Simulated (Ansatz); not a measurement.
# Ta2N (P-3m1) in Ansatz: a series of runs

Runs on Ta2N. Level: PBEsol. Tasks: relaxation of cell and atoms.

Program: Ansatz 0.2.0. These are calculated values, not measurements. Logs are shortened: lines on timing, memory, paths and dates and some standing lists are left out, and cuts for length are marked.

### 1 The structure

It takes space group P-3m1 (No. 164, trigonal). Conventional cell: a = 3.113 Å, b = 3.113 Å, c = 4.870 Å, α = 90.00°, β = 90.00°, γ = 120.00°. Around Ta (site symmetry 3m) lie 3 N at 2.18 Å. N (site symmetry -3m) has 6 Ta at 2.18 Å as nearest neighbours.

The cell comes from a database or a generator and needn't be the stable form of this composition.

### 2 Relaxation of cell and atoms, PBEsol

input.yaml reads:

```yaml
crystal:
  lattice:
    - [3.112861506, 0.0, 0.0]
    - [-1.556430753, 2.6958171426, 0.0]
    - [0.0, 0.0, 4.869841]
  atoms:
    - { symbol: Ta, position: [0.3333333333, 0.6666666667, 0.254711] }
    - { symbol: Ta, position: [0.6666666667, 0.3333333333, 0.745289] }
    - { symbol: "N", position: [0.0, 0.0, 0.0] }
kpoints:
  mp_grid: { grid: [10, 10, 6] }
scf:
  occupations: { method: fermi_dirac, width: 0.05 }
hamiltonian:
  xc: pbesol
  pseudopotentials: { kind: all_electron, lapw: { basis_error: 0.002 } }
output:
  forces: true
  stress: true
relax:
  f_tol: 0.005
  max_steps: 60
  cell: {}
```

Potentials or basis: all-electron LAPW, scalar-relativistic.

The run is started by

```sh
$ ansatz run input.yaml --threads 2 --pin off --max-ram 8192MiB --backend cpu --events-out ev --progress --plain --runs-dir out
```

What it wrote:

```text
Warning: RAYON_NUM_THREADS=2 ignored (pool sized by the plan → 2); use --threads N
The last accepted step is kept in <dir> (removed where the run ends without a failure and the disk answers)
LAPW: plane waves up to 9.733 Å⁻¹, error target 2.0e-3 eV per atom; small_component_spin mean_spin; N in spheres of 0.889 Å, 7 of its electrons in bands, Dirac shells []; Ta in spheres of 1.229 Å, 43 of its electrons in bands, Dirac shells [] (how accurate: hamiltonian.pseudopotentials.lapw.basis_error, Limitations)
Engine: ansatz 0.2.0, aarch64-unknown-linux-gnu
Pseudopotentials: kind: all_electron
Pseudopotential: Ta, LAPW, valence charge 43, lapw/all_electron/scalar/gaussian/Ta, Koelling and Harmon's equation, gaussian nucleus
Pseudopotential: N, LAPW, valence charge 7, lapw/all_electron/scalar/gaussian/N, Koelling and Harmon's equation, gaussian nucleus
Functional definition: PBEsol
  exchange = pbesol_x
  correlation = pbesol_c
Crystal: 3 atoms, lattice volume = 40.866 Å³
Basis set: ecut = 360.8998037915563 eV, 627 PW (Γ), exchange–correlation at level 2
Bands: 56, of which v1, the nominal top of the filled ones, is band 47 counted from 1 (46 counted from 0)
Symmetry: 12 space group operations
Space group: P-3m1 (ITA 164), of the structure as read, at distance tolerance 3.4e-5 Å
k-points: 72 of 600
Non-local potential: Ta, projectors of the file, none
Non-local potential: N, projectors of the file, none
Initial density: superposition of atomic densities (chi_scale 0.1, normalization cell, long waves kept (reshape's long-wave potential 0.08 eV rms))
Initial wavefunctions: plane waves of lowest kinetic energy (no species holds an atomic orbital)
Functional: x = pbesol(κ = 0.804, μ = 0.12345679012345678), c = pbesol(β = 0.046)
iter 1 solved again at ethr=4.59e-3 eV; its pass at ethr=1.00e-1 eV (dr2=4.27e0 eV) is discarded
SCF iter   1: F=—  HF=-850375.735945 eV  |F-HF|=—  |Δ(HF+E_count)|=         —  Δρ=9.18e-2  dr2=4.27e0  ethr=4.59e-3  ⟨swp⟩=2.0  Hψ=25037  notcnv=0
preconditioner: auto → Kerker (q_TF=auto, 3.129 Å⁻¹)  [metal: Δε(μ)=0.018 eV  Ē_g=23.512 eV  σ=0.050 eV  W_gap=0.09  n_scr=22 (ndim 8)  ℏωp=43.1 eV  f_vac=0.000  D(μ)=1.76/eV (n_scr^D=22)]
iter 2 solved again at ethr=3.25e-4 eV; its pass at ethr=4.59e-3 eV (dr2=3.02e-1 eV) is discarded
SCF iter   2: F=—  HF=-850374.254532 eV  |F-HF|=—  |Δ(HF+E_count)|=    1.48e0  Δρ=2.62e-2  dr2=3.02e-1  ethr=3.25e-4  ⟨swp⟩=2.0  Hψ=20140  notcnv=0
SCF iter   3: F=—  HF=-850374.198403 eV  |F-HF|=—  |Δ(HF+E_count)|=   5.61e-2  Δρ=2.51e-2  dr2=3.21e-1  ethr=3.25e-4  ⟨swp⟩=2.0  Hψ=12625  notcnv=0
SCF iter   4: F=—  HF=-850374.192905 eV  |F-HF|=—  |Δ(HF+E_count)|=         —  Δρ=1.00e-2  dr2=5.30e-2  ethr=3.25e-4  ⟨swp⟩=2.0  Hψ=12161  notcnv=0
the basis was enlarged: its passes take 171.6 KiB over the memory plan, 2 of 2 planned eigensolver slots
SCF iter   5: F=—  HF=-850374.132257 eV  |F-HF|=—  |Δ(HF+E_count)|=   6.06e-2  Δρ=3.76e-3  dr2=7.12e-3  ethr=5.70e-5  ⟨swp⟩=2.0  Hψ=12096  notcnv=0
SCF iter   6: F=—  HF=-850374.132156 eV  |F-HF|=—  |Δ(HF+E_count)|=   1.01e-4  Δρ=1.42e-3  dr2=1.10e-3  ethr=7.66e-6  ⟨swp⟩=2.0  Hψ=12089  notcnv=0
[... 88 lines left out ...]
iter 4 solved again at ethr=1.71e-10 eV; its pass at ethr=4.82e-9 eV (dr2=1.59e-7 eV) is discarded
SCF iter   4: F=—  HF=-850374.170782 eV  |F-HF|=—  |Δ(HF+E_count)|=   2.68e-7  Δρ=1.75e-5  dr2=1.59e-7  ethr=1.71e-10  ⟨swp⟩=2.0  Hψ=20362  notcnv=0
SCF iter   5: F=—  HF=-850374.170782 eV  |F-HF|=—  |Δ(HF+E_count)|=   4.67e-7  Δρ=1.01e-5  dr2=3.44e-8  ethr=1.71e-10  ⟨swp⟩=2.0  Hψ=12089  notcnv=0
SCF iter   6: F=-850374.170782 eV  HF=-850374.170782 eV  |F-HF|=3.03e-9  |Δ(HF+E_count)|=   3.82e-8  Δρ=5.73e-6  dr2=1.19e-8  ethr=3.70e-11  ⟨swp⟩=2.0  Hψ=12089  notcnv=0
SCF 7 converged in 6 iterations: F = -850374.170782 eV  dr2 = 1.19e-8
relax step   7: F+E_penalty+E_count = -850374.17078181 eV  Δ(F+E_penalty+E_count) = -1.288e-5 eV  max|allowed force component| = 5.304e-4 eV/Å  Δτ_max = 0.0009 Å  P = +0.002 GPa  Ω = 39.595 Å³  (6 SCF iters, accepted)
iter 1 solved again at ethr=1.18e-11 eV; its pass at ethr=1.00e-1 eV (dr2=1.10e-8 eV) is discarded
SCF iter   1: F=—  HF=-850374.170779 eV  |F-HF|=—  |Δ(HF+E_count)|=         —  Δρ=5.46e-6  dr2=1.10e-8  ethr=1.94e-11 (applied; sched 1.18e-11)  ⟨swp⟩=4.2  Hψ=23354  notcnv=0  reapply=9
preconditioner: auto → Kerker (q_TF=auto, 3.146 Å⁻¹)  [metal: Δε(μ)=0.020 eV  Ē_g=24.374 eV  σ=0.050 eV  W_gap=0.10  n_scr=22 (ndim 8)  ℏωp=43.8 eV  f_vac=0.000  D(μ)=1.70/eV (n_scr^D=22)]
SCF iter   2: F=-850374.170779 eV  HF=-850374.170779 eV  |F-HF|=2.79e-9  |Δ(HF+E_count)|=   2.21e-7  Δρ=3.82e-6  dr2=5.90e-9  ethr=1.44e-11 (applied; sched 1.18e-11)  ⟨swp⟩=2.8  Hψ=12211  notcnv=0
SCF 8 converged in 2 iterations: F = -850374.170779 eV  dr2 = 5.90e-9
relax step   8: F+E_penalty+E_count = -850374.17077905 eV  Δ(F+E_penalty+E_count) = +2.757e-6 eV  max|allowed force component| = 5.488e-4 eV/Å  Δτ_max = 0.0000 Å  P = +0.002 GPa  Ω = 39.595 Å³  stress off target by 5.40e-3 GPa  SCF on the basis re-selected at this cell (its energy is not comparable with the rows above)  (2 SCF iters)
basis re-selected at this cell: Δ(F+E_penalty+E_count) = +2.757e-6 eV, ΔP = +0.000 GPa vs the last step (what re-selecting the basis moved, after the strain that the cell walked since its last selection, with what the two solves' SCF thresholds leave and, on support functions, any second-order correction that the steps lacked; it is no measure of the basis error at this ecutwfc). This SCF's stress stands 5.40e-3 GPa from its target on what of the cell is left free (relax.cell.stress_tol is 5.00e-2 GPa) and its largest allowed force component is 5.49e-4 eV/Å (relax.f_tol is 5.00e-3 eV/Å): within both
SCF converged after 2 iterations
Free energy (F): -850374.170779 eV
Harris-Foulkes:  -850374.170779 eV  (|F-HF|=2.79e-9)
Internal energy: -850374.157580 eV  (E = F + TS)
E sigma→0 (E₀):  -850374.164180 eV
Entropy (-TS):   -0.013199 eV (-4.400 meV/atom)
Fermi energy:    25.733041 eV
--- Per-component energies (eV) ---
  E_band       = -8801.697395
  E_kinetic    = 948988.849231
  E_xc         = -17176.844549
  E_electrostatic = -1782186.162262  (all electrons and nuclei)
  E_smearing   = -0.013199  (= −TS)
  E_closure    = 0.000000  (closes the sum)
  E_atoms      = -850341.811161  (free atoms, spherical and without spin; not in F)
  Σ components = -850374.170779   (vs F -850374.170779, Δ=0.00e0)
  Basis errors (estimates in eV, not in F): energy 7.8e-4 per atom: plane waves 7.1e-4 (4.0e-4 summed), levels above the bands 4.3e-80, relativity 5.0e-8, radial functions 6.8e-5, core shells 1.9e-6; eigenvalues (radial functions only) 3.3e-6; not estimated: angular momenta, meshes, grids; target (lapw.basis_error) 2.0e-3; muffin-tin radii N 0.880 Å, Ta 1.216 Å
--- Forces (eV/Å), atoms counted from 1 ---
  atom   1  Ta     0.00000000     0.00000000     0.00054882
  atom   2  Ta     0.00000000    -0.00000000    -0.00054882
  atom   3  N      0.00000000    -0.00000000     0.00000000
  max |Σ_I F_I| component: 1.08e-19 eV/Å
--- Stress (GPa, compression-positive) ---
       -0.000173       0.000000      -0.000000
        0.000000      -0.000173      -0.000000
       -0.000000      -0.000000       0.005398
  P = ⅓ Tr σ = 0.0017 GPa (0.017 kbar)
--- Relaxed structure (7 steps of the walk, 6 accepted, 1 SCFs on fresh bases) ---
  F+E_penalty+E_count = -850374.17077905 eV   max|allowed force component| = 5.488e-4 eV/Å   (the final SCF, on the basis selected at the relaxed cell)
  cell:  # Å, volume = 39.5946 Å³
    - [3.0783046645801333, 0.0, 0.0]
    - [-1.5391523322900666, 2.6658900401145313, -5.162615983629906e-33]
    - [0.0, -9.325973407756828e-33, 4.824826342200262]
  atoms:
    - { symbol: Ta, position: [0.33333333333333326, 0.6666666666666665, 0.25363409514860047] }
    - { symbol: Ta, position: [0.6666666666666665, 0.33333333333333326, 0.7463659048513998] }
    - { symbol: N, position: [-2.1349731910072244e-35, 1.984483782849517e-36, -7.721336384202043e-85] }
```

Run time: 2.7 min. Hardware: 2 threads of Arm Neoverse V2, shared host; peak memory 0.62 GiB.

Results:

```yaml
Free_energy: -850374.1708 eV
Relaxed_volume: 13.20 Å³/atom
Relaxed_cell: a = 3.078 Å, b = 3.078 Å, c = 4.825 Å, α = 90.00°, β = 90.00°, γ = 120.00°
Space_group_after_relaxing_to_0.05_Å: P-3m1 (No. 164)
Energy_gained_by_relaxing: 12.9 meV/atom
Ionic_steps: 7
Pressure_after_relaxing: 0.0 GPa
```

The path:
```tsv
step	energy change (eV)	largest force (eV/Å)	volume (Å³)
1	0.0000	0.2955	40.87
2	-0.0360	0.1682	39.82
3	-0.0383	0.0673	39.56
4	-0.0385	0.0328	39.56
5	-0.0387	0.0060	39.59
6	-0.0387	0.0005	39.59
7	-0.0387	0.0005	39.59
```

Final structure:
```
Ta N
1.0
     3.07830    0.00000    0.00000
    -1.53915    2.66589    0.00000
     0.00000    0.00000    4.82483
Ta N
2 1
Direct
  0.33333 0.66667 0.25363
  0.66667 0.33333 0.74637
  0.00000 0.00000 0.00000
```

### 3 Relaxation of cell and atoms, PBEsol, target pressure 5 GPa, at which the enthalpy is minimised

Edit input.yaml of step 2 so:

```diff
@@ -22,2 +22,2 @@
   max_steps: 60
-  cell: {}
+  cell: { p_target: 5 }
```

Potentials or basis: all-electron LAPW, scalar-relativistic.

The run is started by

```sh
$ ansatz run input.yaml --threads 2 --pin off --max-ram 8192MiB --backend cpu --events-out ev --progress --plain --runs-dir out
```

Run time: 2.4 min. Hardware: 2 threads of Arm Neoverse V2, shared host; peak memory 0.62 GiB.

Results (log left out):

```
Free energy                                            : -850374.1604 eV
Relaxed volume                                         : 12.97 Å³/atom
Relaxed cell                                           : a = 3.056 Å, b = 3.056 Å, c = 4.812 Å, α = 90.00°, β = 90.00°, γ = 120.00°
Space group after relaxing (to 0.05 Å)                 : P-3m1 (No. 164)
Energy change on relaxing (the enthalpy is what falls) : -9.4 meV/atom
Ionic steps                                            : 6
Pressure after relaxing                                : 5.0 GPa
```

Forces in eV/Å, atoms in the order of the input:
```
Ta   0.000  0.000 -0.002
Ta   0.000  0.000  0.002
N    0.000  0.000  0.000
```

Step by step:
```
step  energy change (eV)  largest force (eV/Å)  volume (Å³)
   1              0.0000                0.2955        40.87
   2             -0.0356                0.1873        39.33
   3             -0.0267                0.0760        38.88
   4             -0.0278                0.0353        38.90
   5             -0.0283                0.0024        38.92
   6             -0.0283                0.0024        38.92
```

Final structure:
```yaml
crystal:
  lattice:
    - [3.05599, 0.00000, 0.00000]
    - [-1.52800, 2.64657, 0.00000]
    - [0.00000, 0.00000, 4.81165]
  atoms:
    - { symbol: Ta, position: [0.33333, 0.66667, 0.25506] }
    - { symbol: Ta, position: [0.66667, 0.33333, 0.74494] }
    - { symbol: N, position: [0.00000, 0.00000, 0.00000] }
```

The run has no spin-orbit coupling, so splittings on Ta are missing.
